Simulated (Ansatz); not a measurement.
# C (C2/m) in Ansatz: further runs

The runs below take C through band structure, with LDA, PBE, PBEsol, RPBE, revPBE.

Everything below comes from runs of Ansatz 0.2.0. Logs are shortened: lines on timing, memory, paths and dates and some standing lists are left out, and cuts for length are marked.

**1. The structure**

The structure is monoclinic, space group C2/m (No. 12). Conventional cell: a = 4.255 Å, b = 2.457 Å, c = 3.765 Å, α = 90.00°, β = 111.49°, γ = 90.00°. C (site symmetry m) has 3 C at 1.42 Å as nearest neighbours.

This is a stacking variant of graphite.

**2. Band structure, LDA**

File input.yaml:

```yaml
crystal:
  lattice:
    - [2.1273203072, -1.22828244, 0.0]
    - [2.1273203072, 1.22828244, 0.0]
    - [-1.3790696309, 0.0, 3.5028300786]
  atoms:
    - { symbol: C, position: [0.16664447, 0.16664447, 0.99990696] }
    - { symbol: C, position: [0.83335553, 0.83335553, 9.304e-05] }
hamiltonian:
  xc: lda
  pseudopotentials: { kind: paw }
kpoints:
  mp_grid: { grid: [13, 13, 8] }
  band_path:
    path:
      - [[0.0, 0.0, 0.0], [0.5, 0.5, -1.0], [0.4123194886, 0.4123194886, -1.119026649], [0.5, 0.5, -0.5], [0.6935932999, 0.3064067001, -0.5]]
      - [[0.3064067001, -0.3064067001, 0.5], [0.0, 0.0, 0.5], [0.5876805114, 0.5876805114, 0.119026649]]
      - [[0.5, 0.5, -1.0], [0.6104897536, 0.3895102464, -1.0]]
      - [[0.3895102464, -0.3895102464, 0.0], [0.0, 0.0, 0.0], [0.5, 0.0, -0.5]]
      - [[0.5, 0.0, 0.0], [0.0, 0.0, 0.0]]
    npoints: 14
scf:
  occupations: { method: fermi_dirac, width: 0.05 }
  n_extra_bands: 6
output:
  forces: true
  stress: true
  eigenvalues: true
  fatbands: false
```

Potentials or basis: Ansatz PAW.

On the command line:

```console
ansatz run input.yaml --threads 2 --pin off --max-ram 5632MiB --backend cpu --events-out ev --progress --plain --runs-dir out
```

Log:

```text
Warning: RAYON_NUM_THREADS=2 ignored (pool sized by the plan → 2); use --threads N
scf.n_extra_bands = 6 over 4 filled bands (N_el = 8.0): the run solves 10 bands
Engine: ansatz 0.2.0, aarch64-unknown-linux-gnu
Pseudopotentials: kind: paw
Pseudopotential: C, paw, valence charge 4, recommended cutoff 420 eV (normal), C.paw.azcp
Functional definition: SPW92
  exchange = slater_x
  correlation = pw_c
Crystal: 2 atoms, lattice volume = 18.305 Å³
Basis set: ecut = 420 eV, 359 PW (Γ)
Bands: 10, of which v1, the nominal top of the filled ones, is band 4 counted from 1 (3 counted from 0)
Symmetry: 4 space group operations
Space group: C2/m (ITA 12), of the structure as read, at distance tolerance 2.6e-5 Å
k-points: 371 of 1352
Non-local potential: C, projectors of the file, l = 0: 2, l = 1: 2, l = 2: 1
PAW form: soft (Blöchl's): semilocal exchange-correlation on the pseudo side does not see the compensation charge
PAW frozen core: C, regenerated for the run's functional, and the local potential with it (the file was generated under x = pbe(κ = 0.804, μ = 0.2195149727645171), c = pbe(β = 0.06672455060314922))
PAW one-centre angular grid: C, 110 points (default); XC on 64 Gauss nodes
Initial density: superposition of atomic densities (neutral atoms: chi_scale 0, normalization atom), corrected by the library's trained network
Initial wavefunctions: pseudopotential atomic-orbital guess
Functional: x = slater, c = lda
SCF iter   1: F=—  HF=-485.961921 eV  |F-HF|=—  |Δ(HF+E_count)|=         —  Δρ=5.92e-3  dr2=2.02e-3  ethr=1.77e-3  ⟨swp⟩=4.5  Hψ=21773  notcnv=0  defer=98
preconditioner: auto → none  [insulator: Δε(μ)=0.901 eV  Ē_g=20.921 eV  σ=0.050 eV  W_gap=1.00  n_scr=2 (ndim 8)  ℏωp=24.5 eV  f_vac=0.025  D(μ)=0.00/eV (n_scr^D=0)  ε∞_Penn≈2.4]
SCF iter   2: F=—  HF=-485.961812 eV  |F-HF|=—  |Δ(HF+E_count)|=   1.10e-4  Δρ=2.84e-3  dr2=4.69e-4  ethr=2.53e-5  ⟨swp⟩=1.6  Hψ=6988  notcnv=0  defer=296
SCF iter   3: F=—  HF=-485.961717 eV  |F-HF|=—  |Δ(HF+E_count)|=   9.51e-5  Δρ=1.60e-4  dr2=5.50e-6  ethr=5.87e-6  ⟨swp⟩=1.0  Hψ=3204  notcnv=0  defer=296
SCF iter   4: F=—  HF=-485.961715 eV  |F-HF|=—  |Δ(HF+E_count)|=   1.89e-6  Δρ=3.70e-5  dr2=1.32e-7  ethr=6.88e-8  ⟨swp⟩=2.5  Hψ=4620  notcnv=0  defer=296
iter 5 did not close the SCF: its close was put off for the readings that it lacked (scf_convergence_deferred on its scf_iter line)
SCF iter   5: F=-485.961715 eV  HF=-485.961715 eV  |F-HF|=9.01e-9  |Δ(HF+E_count)|=   3.15e-8  Δρ=1.06e-5  dr2=1.52e-8  ethr=1.65e-9  ⟨swp⟩=1.6  Hψ=3733  notcnv=0  defer=296
SCF iter   6: F=-485.961715 eV  HF=-485.961715 eV  |F-HF|=3.69e-12  |Δ(HF+E_count)|=   5.41e-9  Δρ=6.56e-7  dr2=3.16e-11  ethr=1.90e-10  ⟨swp⟩=5.3  Hψ=16022  notcnv=0
SCF 1 converged in 6 iterations: F = -485.961715 eV  dr2 = 3.16e-11
NSCF: frozen V_eff on 145 k-points
SCF converged after 6 iterations
Free energy (F): -485.961715 eV
Harris-Foulkes:  -485.961715 eV  (|F-HF|=3.69e-12)
Internal energy: -485.961713 eV  (E = F + TS)
E sigma→0 (E₀):  -485.961714 eV
Entropy (-TS):   -0.000001 eV (-0.001 meV/atom)
Fermi energy:    6.360792 eV
--- Per-component energies (eV) ---
  E_band       = -22.280121
  E_kinetic    = 182.143811
  E_local      = -331.954635  (includes V_loc(G=0)·N_el)
  E_nonlocal   = 56.915373
  E_hartree    = 102.103234
  E_xc         = -95.069611
  E_vxc        = -118.196595  (∫ρ·V_xc dr)
  E_paw        = -183.830880  (= ΣΔE_a)
  E_vpaw       = -15.394623  (= ΣTr[D̂ρ^β])
  E_aug_tail   = 0.000019  (compensation charges beyond the density's cutoff)
  E_ewald      = -216.394690
  E_core_change = 0.125665  (= ΣΔE_core)
  E_smearing   = -0.000001  (= −TS)
  E_closure    = 0.000000  (closes the sum)
  Σ components = -485.961715   (vs F -485.961715, Δ=0.00e0)
--- Forces (eV/Å), atoms counted from 1 ---
  atom   1  C     -0.00240976     0.00000000     0.00248916
  atom   2  C      0.00240976    -0.00000000    -0.00248916
  max |Σ_I F_I| component: 0.00e0 eV/Å
--- Stress (GPa, compression-positive) ---
       -5.664298      -0.000000      -0.029887
       -0.000000      -5.736056       0.000000
       -0.029887       0.000000      -0.907370
  P = ⅓ Tr σ = -4.1026 GPa (-41.026 kbar)
--- Band table (eV; the first three rows and the last of 371) ---
  k-point 0: bands = ["-13.1783", "-0.5383", "3.3041", "3.3075", "9.8150", "14.6963", "14.6986", "17.6911", "19.4080", "28.7486"]
  k-point 1: bands = ["-13.1463", "-0.8229", "3.3025", "3.3057", "10.4686", "14.6924", "14.6934", "17.7098", "19.3863", "28.6853"]
  k-point 2: bands = ["-13.0673", "-1.4367", "3.2998", "3.3017", "12.1481", "14.6802", "14.6819", "17.7632", "19.3331", "26.7171"]
  k-point 370: bands = ["-7.6937", "-6.8357", "-0.5425", "4.3159", "8.1337", "14.6539", "17.5899", "18.2460", "22.6449", "25.8952"]
```

bands.tsv:

```text
# k_distance	band_0	band_1	band_2	band_3	band_4	band_5	band_6	band_7	band_8	band_9
# fermi_ev = 6.360792
# lock_threshold_ev = 1e-6
# [0, 0, 0] at k_distance = 0.000000
# [0.5, 0.5, -1] at k_distance = 1.910666
[... 161 lines left out ...]
12.973497	-18.776081	-6.089331	-5.588941	-4.322415	4.535856	8.409167	8.994686	11.208246	14.327591	20.677588
13.081002	-19.049917	-6.379084	-4.779698	-3.942441	4.147875	8.452424	9.761123	10.260440	13.871911	21.626558
13.188506	-19.263544	-6.605864	-4.079529	-3.594230	3.844765	8.446093	9.463612	10.411635	13.503833	22.503810
13.296010	-19.416491	-6.768587	-3.530789	-3.309256	3.627816	8.404605	8.854279	10.909070	13.244575	22.766127
13.403515	-19.508418	-6.866417	-3.177875	-3.120460	3.497614	8.356117	8.469016	11.223056	13.095298	22.487705
13.511019	-19.539079	-6.899051	-3.056741	-3.053292	3.454223	8.335519	8.337768	11.330309	13.047162	22.387778
```

It took 2.9 s on 2 threads of Arm Neoverse V1, shared host; peak memory 0.32 GiB.

Results:

```
Free energy             : -485.9617 eV
Pressure                : -4.1 GPa
Largest force           : 0.003 eV/Å
Band gap along the path : 0.32 eV, direct
```

Forces in eV/Å, atoms in the order of the input:
```
C   -0.002  0.000  0.002
C    0.002  0.000 -0.002
```

Levels at the corners of the path, in eV from the valence-band top:
```csv
point,band 1,band 2,band 3,band 4,band 5,band 6,band 7,band 8,band 9
Γ,-19.34,-6.70,-2.85,-2.85,3.66,8.54,8.54,11.53,13.25
Y,-13.87,-13.03,-6.30,-2.49,1.48,7.58,12.68,14.09,19.10
F,-15.36,-11.32,-6.10,-2.87,2.62,7.74,9.44,15.51,18.84
L,-13.94,-13.09,-6.26,-1.97,2.03,7.88,11.53,11.99,18.00
I,-12.95,-11.71,-10.23,-1.08,1.19,10.37,13.18,13.46,16.81
I1,-12.95,-11.71,-10.23,-1.08,1.19,10.37,13.18,13.46,16.81
Z,-19.11,-8.34,-2.86,-2.86,8.50,8.51,9.23,11.68,13.09
F1,-15.36,-11.32,-6.10,-2.87,2.62,7.74,9.44,15.51,18.84
Y,-13.87,-13.03,-6.30,-2.49,1.48,7.58,12.68,14.09,19.10
X1,-13.14,-12.34,-9.12,-1.43,1.26,10.99,11.28,14.76,16.09
X,-13.14,-12.34,-9.12,-1.43,1.26,10.99,11.28,14.76,16.09
Γ,-19.34,-6.70,-2.85,-2.85,3.66,8.54,8.54,11.53,13.25
N,-13.86,-13.03,-6.29,-2.53,1.43,7.58,12.77,14.31,19.13
M,-13.95,-13.09,-6.26,-1.92,2.09,7.88,11.44,11.84,17.95
Γ,-19.34,-6.70,-2.85,-2.85,3.66,8.54,8.54,11.53,13.25
```

Caveat: the pressure holds a Pulay correction of +0.7 GPa for the finite cutoff; the PAW data sets come from PBE, with cores solved anew for the run's functional, which leaves a small shift of forces and pressure.

**3. Band structure, PBE**

input.yaml: that of step 2 with these lines changed.

```diff
@@ -9,3 +9,3 @@
 hamiltonian:
-  xc: lda
+  xc: pbe
   pseudopotentials: { kind: paw }
```

Potentials or basis: Ansatz PAW.

On the command line:

```console
ansatz run input.yaml --threads 2 --pin off --max-ram 5632MiB --backend cpu --events-out ev --progress --plain --runs-dir out
```

Log:

```text
Warning: RAYON_NUM_THREADS=2 ignored (pool sized by the plan → 2); use --threads N
scf.n_extra_bands = 6 over 4 filled bands (N_el = 8.0): the run solves 10 bands
[... 3 set-up lines as earlier in the session ...]
Functional definition: PBE
  parameter kappa = 0.804
  parameter beta = 0.06672455060314922
  exchange = pbe_x(kappa = kappa, mu = beta*pi^2/3)
  correlation = pbe_c(beta = beta)
Crystal: 2 atoms, lattice volume = 18.305 Å³
Basis set: ecut = 420 eV, 359 PW (Γ), exchange–correlation on 36×36×54 points (8 copies of the dense FFT grid, shifted against one another)
Bands: 10, of which v1, the nominal top of the filled ones, is band 4 counted from 1 (3 counted from 0)
[... 2 set-up lines as earlier in the session ...]
k-points: 371 of 1352
[... 5 set-up lines as earlier in the session ...]
Functional: x = pbe(κ = 0.804, μ = 0.2195149727645171), c = pbe(β = 0.06672455060314922)
SCF iter   1: F=—  HF=-501.869922 eV  |F-HF|=—  |Δ(HF+E_count)|=         —  Δρ=2.59e-3  dr2=1.37e-3  ethr=1.77e-3  ⟨swp⟩=4.6  Hψ=22035  notcnv=0  defer=140
preconditioner: auto → none  [insulator: Δε(μ)=0.933 eV  Ē_g=21.192 eV  σ=0.050 eV  W_gap=1.00  n_scr=2 (ndim 8)  ℏωp=24.5 eV  f_vac=0.025  D(μ)=0.00/eV (n_scr^D=0)  ε∞_Penn≈2.3]
SCF iter   2: F=—  HF=-501.870073 eV  |F-HF|=—  |Δ(HF+E_count)|=   1.51e-4  Δρ=1.11e-3  dr2=1.53e-4  ethr=1.72e-5  ⟨swp⟩=2.0  Hψ=7726  notcnv=0  defer=296
SCF iter   3: F=—  HF=-501.870162 eV  |F-HF|=—  |Δ(HF+E_count)|=   8.88e-5  Δρ=2.38e-4  dr2=2.75e-6  ethr=1.91e-6  ⟨swp⟩=2.4  Hψ=4596  notcnv=0  defer=296
SCF iter   4: F=—  HF=-501.870162 eV  |F-HF|=—  |Δ(HF+E_count)|=   7.14e-7  Δρ=5.11e-5  dr2=2.42e-7  ethr=3.44e-8  ⟨swp⟩=2.1  Hψ=4534  notcnv=0  defer=296
iter 5 did not close the SCF: its close was put off for the readings that it lacked (scf_convergence_deferred on its scf_iter line)
SCF iter   5: F=-501.870163 eV  HF=-501.870163 eV  |F-HF|=1.97e-9  |Δ(HF+E_count)|=   2.89e-7  Δρ=5.24e-6  dr2=2.07e-9  ethr=3.03e-9  ⟨swp⟩=2.5  Hψ=4555  notcnv=0  defer=296
SCF iter   6: F=-501.870163 eV  HF=-501.870163 eV  |F-HF|=6.25e-12  |Δ(HF+E_count)|=   2.34e-9  Δρ=5.32e-7  dr2=2.87e-11  ethr=2.59e-11  ⟨swp⟩=5.0  Hψ=15454  notcnv=0
SCF 1 converged in 6 iterations: F = -501.870163 eV  dr2 = 2.87e-11
NSCF: frozen V_eff on 145 k-points
SCF converged after 6 iterations
Free energy (F): -501.870163 eV
Harris-Foulkes:  -501.870163 eV  (|F-HF|=6.25e-12)
Internal energy: -501.870161 eV  (E = F + TS)
E sigma→0 (E₀):  -501.870162 eV
Entropy (-TS):   -0.000001 eV (-0.001 meV/atom)
Fermi energy:    6.653084 eV
--- Per-component energies (eV) ---
  E_band       = -20.645307
  E_kinetic    = 182.438202
  E_local      = -330.423157  (includes V_loc(G=0)·N_el)
  E_nonlocal   = 54.759166
  E_hartree    = 102.673176
  E_xc         = -96.172951
  E_vxc        = -119.083194  (∫ρ·V_xc dr)
  E_paw        = -198.749924  (= ΣΔE_a)
  E_vpaw       = -13.682616  (= ΣTr[D̂ρ^β])
  E_aug_tail   = 0.000016  (compensation charges beyond the density's cutoff)
  E_ewald      = -216.394690
  E_smearing   = -0.000001  (= −TS)
  E_closure    = 0.000000  (closes the sum)
  Σ components = -501.870163   (vs F -501.870163, Δ=0.00e0)
--- Forces (eV/Å), atoms counted from 1 ---
  atom   1  C     -0.00236885     0.00000000     0.00365597
  atom   2  C      0.00236885    -0.00000000    -0.00365597
  max |Σ_I F_I| component: 4.34e-19 eV/Å
--- Stress (GPa, compression-positive) ---
        4.651757      -0.000000      -0.028265
       -0.000000       4.581093       0.000000
       -0.028265       0.000000       2.212641
  P = ⅓ Tr σ = 3.8152 GPa (38.152 kbar)
--- Band table (eV; the first three rows and the last of 371) ---
  k-point 0: bands = ["-13.1074", "-0.2612", "3.5787", "3.5822", "10.5139", "15.0334", "15.0355", "18.0871", "19.4054", "29.3576"]
  k-point 1: bands = ["-13.0776", "-0.5292", "3.5772", "3.5804", "11.1575", "15.0295", "15.0304", "18.1056", "19.3856", "29.3052"]
  k-point 2: bands = ["-13.0039", "-1.1111", "3.5743", "3.5763", "12.8279", "15.0175", "15.0192", "18.1577", "19.3361", "27.2941"]
  k-point 370: bands = ["-7.6526", "-6.6419", "-0.2814", "4.5948", "8.4647", "14.8658", "18.2375", "19.0063", "23.1870", "26.3554"]
```

Run time: 2.9 s. Hardware: 2 threads of Arm Neoverse V1, shared host; peak memory 0.32 GiB.

Results:

| Item | Value |
| --- | --- |
| Free energy | -501.8702 eV |
| Pressure | 3.8 GPa |
| Largest force | 0.004 eV/Å |
| Band gap along the path | 0.34 eV, direct |

Forces on the atoms (eV/Å):
```
C   -0.002  0.000  0.004
C    0.002  0.000 -0.004
```

Levels at the corners of the path, in eV from the valence-band top:
```csv
point,band 1,band 2,band 3,band 4,band 5,band 6,band 7,band 8,band 9
Γ,-19.55,-6.70,-2.86,-2.86,4.07,8.59,8.59,11.64,12.96
Y,-14.12,-13.12,-6.31,-2.47,1.57,7.51,13.08,14.54,19.29
F,-15.56,-11.46,-6.12,-2.87,2.70,7.67,9.85,15.93,19.00
L,-14.19,-13.18,-6.28,-1.98,2.08,7.80,11.89,12.46,18.31
I,-13.16,-11.91,-10.22,-1.05,1.19,10.72,13.45,13.58,17.03
I1,-13.16,-11.91,-10.22,-1.05,1.19,10.72,13.45,13.58,17.03
Z,-19.34,-8.27,-2.87,-2.87,8.56,8.56,9.69,11.79,12.82
F1,-15.56,-11.46,-6.12,-2.87,2.70,7.67,9.85,15.93,19.00
Y,-14.12,-13.12,-6.31,-2.47,1.57,7.51,13.08,14.54,19.29
X1,-13.38,-12.46,-9.16,-1.41,1.30,11.34,11.34,15.19,16.19
X,-13.38,-12.46,-9.16,-1.41,1.30,11.34,11.34,15.19,16.19
Γ,-19.55,-6.70,-2.86,-2.86,4.07,8.59,8.59,11.64,12.96
N,-14.11,-13.12,-6.31,-2.51,1.52,7.51,13.16,14.76,19.31
M,-14.19,-13.18,-6.27,-1.93,2.14,7.80,11.80,12.32,18.27
Γ,-19.55,-6.70,-2.86,-2.86,4.07,8.59,8.59,11.64,12.96
```

Caveat: the pressure holds a Pulay correction of +0.5 GPa for the finite cutoff; this functional lacks dispersion, which binds the layers, so the pressure and a relaxed spacing across them are unreliable.

**4. Band structure, PBEsol**

input.yaml: that of step 3 with these lines changed.

```diff
@@ -9,3 +9,3 @@
 hamiltonian:
-  xc: pbe
+  xc: pbesol
   pseudopotentials: { kind: paw }
@@ -28,2 +28,2 @@
   eigenvalues: true
-  fatbands: false
+  fatbands: true
```

On the command line:

```console
ansatz run input.yaml --threads 2 --pin off --max-ram 5632MiB --backend cpu --events-out ev --progress --plain --runs-dir out
```

Run time: 3.1 s. Hardware: 2 threads of Arm Neoverse V1, shared host; peak memory 0.32 GiB.

Results (log left out):

```yaml
Free_energy: -493.3822 eV
Pressure: 0.9 GPa
Largest_force: 0.005 eV/Å
Band_gap_along_the_path: 0.33 eV, direct
```

Forces on the atoms (eV/Å):
```
C   -0.002  0.000  0.004
C    0.002  0.000 -0.004
```

Stress tensor (GPa, compression positive):
```
 1.12  0.00 -0.03
 0.00  1.05  0.00
-0.03  0.00  0.54
```

Levels at the corners of the path, in eV from the valence-band top:
```tsv
point	band 2	band 3	band 4	band 5	band 6	band 7
Γ	-6.72	-2.83	-2.83	3.85	8.56	8.56
Y	-13.12	-6.29	-2.49	1.51	7.48	12.89
F	-11.43	-6.10	-2.88	2.65	7.64	9.64
L	-13.18	-6.26	-1.98	2.05	7.77	11.71
I	-11.85	-10.25	-1.07	1.20	10.50	13.31
I1	-11.85	-10.25	-1.07	1.20	10.50	13.31
Z	-8.33	-2.84	-2.84	8.52	8.53	9.48
F1	-11.43	-6.10	-2.88	2.65	7.64	9.64
Y	-13.12	-6.29	-2.49	1.51	7.48	12.89
X1	-12.44	-9.16	-1.42	1.28	11.13	11.29
X	-12.44	-9.16	-1.42	1.28	11.13	11.29
Γ	-6.72	-2.83	-2.83	3.85	8.56	8.56
N	-13.12	-6.29	-2.53	1.46	7.48	12.98
M	-13.18	-6.26	-1.93	2.11	7.77	11.62
Γ	-6.72	-2.83	-2.83	3.85	8.56	8.56
```

Caveat: the pressure holds a Pulay correction of +0.5 GPa for the finite cutoff; this functional lacks dispersion, which binds the layers, so the pressure and a relaxed spacing across them are unreliable; the PAW data sets come from PBE, with cores solved anew for the run's functional, which leaves a small shift of forces and pressure.

**5. Band structure, RPBE**

input.yaml: that of step 4 with these lines changed.

```diff
@@ -9,3 +9,3 @@
 hamiltonian:
-  xc: pbesol
+  xc: rpbe
   pseudopotentials: { kind: paw }
@@ -28,2 +28,6 @@
   eigenvalues: true
-  fatbands: true
+  fatbands: false
+  write_density: true
+  write_potential: true
+  elf: true
+  volumetric_format: npy
```

On the command line:

```console
ansatz run input.yaml --threads 2 --pin off --max-ram 5632MiB --backend cpu --events-out ev --progress --plain --runs-dir out
```

It took 3.1 s on 2 threads of Arm Neoverse V1, shared host; peak memory 0.33 GiB.

It converged, with:

```yaml
Free_energy: -504.4548 eV
Pressure: 7.7 GPa
Largest_force: 0.005 eV/Å
Band_gap_along_the_path: 0.35 eV, direct
```

Forces on the atoms (eV/Å):
```
C   -0.002  0.000  0.004
C    0.002  0.000 -0.004
```

Stress tensor (GPa, compression positive):
```
 9.47  0.00 -0.03
 0.00  9.40  0.00
-0.03  0.00  4.18
```

Levels at the corners of the path, in eV from the valence-band top:
| point | band 1 | band 2 | band 3 | band 4 | band 5 | band 6 | band 7 | band 8 | band 9 |
| --- | --- | --- | --- | --- | --- | --- | --- | --- | --- |
| Γ | -19.63 | -6.72 | -2.85 | -2.85 | 4.40 | 8.61 | 8.61 | 11.72 | 12.89 |
| Y | -14.20 | -13.16 | -6.31 | -2.47 | 1.62 | 7.49 | 13.37 | 14.88 | 19.38 |
| F | -15.63 | -11.50 | -6.12 | -2.87 | 2.74 | 7.66 | 10.17 | 16.22 | 19.10 |
| L | -14.27 | -13.21 | -6.27 | -1.98 | 2.11 | 7.77 | 12.16 | 12.83 | 18.48 |
| I | -13.24 | -11.98 | -10.22 | -1.03 | 1.20 | 10.96 | 13.63 | 13.67 | 17.20 |
| I1 | -13.24 | -11.98 | -10.22 | -1.03 | 1.20 | 10.96 | 13.63 | 13.67 | 17.20 |
| Z | -19.42 | -8.22 | -2.86 | -2.86 | 8.58 | 8.58 | 10.07 | 11.86 | 12.74 |
| F1 | -15.63 | -11.50 | -6.12 | -2.87 | 2.74 | 7.66 | 10.17 | 16.22 | 19.10 |
| Y | -14.20 | -13.16 | -6.31 | -2.47 | 1.62 | 7.49 | 13.37 | 14.88 | 19.38 |
| X1 | -13.46 | -12.50 | -9.17 | -1.40 | 1.33 | 11.40 | 11.58 | 15.51 | 16.24 |
| X | -13.46 | -12.50 | -9.17 | -1.40 | 1.33 | 11.40 | 11.58 | 15.51 | 16.24 |
| Γ | -19.63 | -6.72 | -2.85 | -2.85 | 4.40 | 8.61 | 8.61 | 11.72 | 12.89 |
| N | -14.20 | -13.15 | -6.31 | -2.50 | 1.58 | 7.50 | 13.46 | 15.10 | 19.40 |
| M | -14.28 | -13.21 | -6.27 | -1.94 | 2.16 | 7.77 | 12.07 | 12.68 | 18.44 |
| Γ | -19.63 | -6.72 | -2.85 | -2.85 | 4.40 | 8.61 | 8.61 | 11.72 | 12.89 |

Caveat: the pressure holds a Pulay correction of +0.5 GPa for the finite cutoff; this functional lacks dispersion, which binds the layers, so the pressure and a relaxed spacing across them are unreliable; the PAW data sets come from PBE, with cores solved anew for the run's functional, which leaves a small shift of forces and pressure.

(Part 1 of 2 ends here.)
